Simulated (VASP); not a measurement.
**VASP 6.6.1 run: ZnSe**

INCAR

```
NBANDS = 16
LASPH = .TRUE.
EDIFF = 1E-7
NELM = 120
PREC = Accurate
GGA = PS
NSW = 0
ENCUT = 520
IBRION = -1
ISMEAR = -1
LWAVE = .FALSE.
LCHARG = .FALSE.
LREAL = .FALSE.
SIGMA = 0.02
ISIF = 2
```

KPOINTS

```
KPOINTS created by Atomic Simulation Environment
0
Gamma
8 8 8
0 0 0
```

POSCAR

```
Zn Se
 1.0000000000000000
     0.0000000000000000    2.8324206844000002    2.8890690980999998
     2.8324206844000002    0.0000000000000000    2.8890690980999998
     2.8324206844000002    2.8324206844000002    0.0000000000000000
 Zn  Se
   1   1
Cartesian
  0.0000000000000000  0.0000000000000000  0.0000000000000000
  1.4162103422000001  1.4162103422000001  1.4445345490500001
```

The recommended PBE PAW datasets give the neutral cell 18 valence electrons.

Command

```
mpirun -np 1 vasp_std
```

OSZICAR

```
N       E                     dE             d eps       ncg     rms          rms(c)
DAV:   1     0.872628538510E+02    0.87263E+02   -0.87827E+03  1888   0.127E+03
DAV:   2    -0.154969028414E+01   -0.88813E+02   -0.83474E+02  2144   0.253E+02
DAV:   3    -0.702387445719E+01   -0.54742E+01   -0.54538E+01  2296   0.617E+01
DAV:   4    -0.706656342367E+01   -0.42689E-01   -0.42685E-01  2384   0.573E+00
DAV:   5    -0.706676594237E+01   -0.20252E-03   -0.20252E-03  2336   0.363E-01    0.450E+00
DAV:   6    -0.678409898829E+01    0.28267E+00   -0.62558E-01  2536   0.267E+01    0.353E+00
DAV:   7    -0.676538941481E+01    0.18710E-01   -0.15883E-01  2208   0.371E+00    0.154E+00
DAV:   8    -0.676282545116E+01    0.25640E-02   -0.37953E-03  2472   0.637E-01    0.414E-01
DAV:   9    -0.676263943531E+01    0.18602E-03   -0.81963E-04  2248   0.289E-01    0.647E-02
DAV:  10    -0.676269907441E+01   -0.59639E-04   -0.19493E-04  2440   0.165E-01    0.214E-02
DAV:  11    -0.676268765338E+01    0.11421E-04   -0.34885E-05  2632   0.834E-02    0.355E-03
DAV:  12    -0.676268807563E+01   -0.42226E-06   -0.55191E-06  2336   0.156E-02    0.207E-03
DAV:  13    -0.676268818899E+01   -0.11335E-06   -0.19001E-07  2456   0.350E-03    0.806E-04
DAV:  14    -0.676268818781E+01    0.11732E-08   -0.18709E-08  1768   0.104E-03
   1 F= -.67626882E+01 E0= -.67626882E+01  d E =-.392918E-11
```

Standard output (part)

```
POSCAR found type information on POSCAR ZnSe
 POSCAR found :  2 types and       2 ions
 LDA part: xc-table for (Slater+PW92), standard interpolation
 POSCAR, INCAR and KPOINTS ok, starting setup
 WAVECAR not read
 entering main loop
```

From OUTCAR

```
k-points           NKPTS =     59   k-points in BZ     NKDIM =     59   number of bands    NBANDS=     16

   NELECT =      18.0000    total number of electrons

   dimension x,y,z NGX =    30 NGY =   30 NGZ =   30
   dimension x,y,z NGXF=    60 NGYF=   60 NGZF=   60

  energy-cutoff  :      520.00
  volume of cell :       46.36
      direct lattice vectors                 reciprocal lattice vectors
     0.000000000  2.832420684  2.889069098    -0.176527450  0.176527450  0.173066127
     2.832420684  0.000000000  2.889069098     0.176527450 -0.176527450  0.173066127
     2.832420684  2.832420684  0.000000000     0.176527450  0.176527450 -0.173066127

 k-points in reciprocal lattice and weights: KPOINTS created by Atomic Simulation Env
   0.00000000  0.00000000  0.00000000       0.002
   0.12500000  0.00000000  0.00000000       0.016
   0.25000000  0.00000000  0.00000000       0.016
   0.37500000  0.00000000  0.00000000       0.016
   0.50000000  0.00000000  0.00000000       0.008
   0.12500000  0.12500000  0.00000000       0.004
   0.25000000  0.12500000  0.00000000       0.016
   0.37500000  0.12500000  0.00000000       0.016
   ...

 E-fermi :   1.7693

 k-point     1 :       0.0000    0.0000    0.0000
  band No.  band energies     occupation
      1     -11.8358      2.00000
      2      -5.1622      2.00000
      3      -5.1534      2.00000
      4      -5.1534      2.00000
      5      -4.8033      2.00000
      6      -4.8000      2.00000
      7       1.2826      2.00000
      8       1.3575      2.00000
      9       1.3575      2.00000
     10       2.4300      0.00000
     11       7.0703      0.00000
     12       7.0703      0.00000
     13       7.0784      0.00000
     14      11.0007      0.00000
     15      12.5322      0.00000
     16      12.9005      0.00000

 k-point     2 :       0.1250    0.0000    0.0000
  band No.  band energies     occupation
      1     -11.7377      2.00000
      2      -5.1518      2.00000
      3      -5.1421      2.00000
      4      -5.1379      2.00000
      5      -4.8042      2.00000
      6      -4.8018      2.00000
      7      -0.0077      2.00000
      8       1.1536      2.00000
      9       1.2147      2.00000
     10       3.4512      0.00000
     11       6.9776      0.00000
     12       7.3251      0.00000
     13       7.3252      0.00000
     14      11.7455      0.00000
     15      11.9118      0.00000
     16      12.0444      0.00000

 k-point     3 :       0.2500    0.0000    0.0000
  band No.  band energies     occupation
      1     -11.4835      2.00000
      2      -5.1129      2.00000
      3      -5.1036      2.00000
      4      -5.0944      2.00000
      5      -4.8017      2.00000
      6      -4.8013      2.00000
      7      -1.7070      2.00000
      8       0.8233      2.00000
      9       0.9092      2.00000
     10       3.9389      0.00000
     11       7.6063      0.00000
     12       7.7280      0.00000
     13       7.7944      0.00000
     14      11.5765      0.00000
     15      11.7214      0.00000
     16      11.8823      0.00000

 ...

  Total       -0.4929522     -0.4929522     -0.7099095      0.0000000      0.0000000      0.0000000
  in kB      -17.0377389    -17.0377389    -24.5363606      0.0000000      0.0000000      0.0000000
  external PRESSURE =     -19.5372795 kB  Pullay stress =       0.0000000 kB

 POSITION                                       TOTAL-FORCE (eV/Angst)
 -----------------------------------------------------------------------------------
      0.00000      0.00000      0.00000        -0.000000     -0.000000      0.000000
      1.41621      1.41621      1.44453         0.000000      0.000000     -0.000000
 -----------------------------------------------------------------------------------
    total drift:                                0.000000      0.000000     -0.000001

  FREE ENERGIE OF THE ION-ELECTRON SYSTEM (eV)
  ---------------------------------------------------
  free  energy   TOTEN  =        -6.7626881878 eV

  energy  without entropy=       -6.7626881878  energy(sigma->0) =       -6.76268819
```

It converged. Results: gap between bands v and c on the k mesh 1.07 eV; least direct gap on the k mesh 1.07 eV; pressure -2.0 GPa. Band v is the last that the valence electrons fill when counted band by band, and c is the next.

For comparison, a separate PBE run of the intended cell, on usual settings and not on those above, gives a gap of 1.19 eV on its mesh and a pressure of 1.1 GPa.

The run above took about 42 s on one core of a shared host (Intel Xeon Platinum 8488C) and held 0.2 GiB at most.
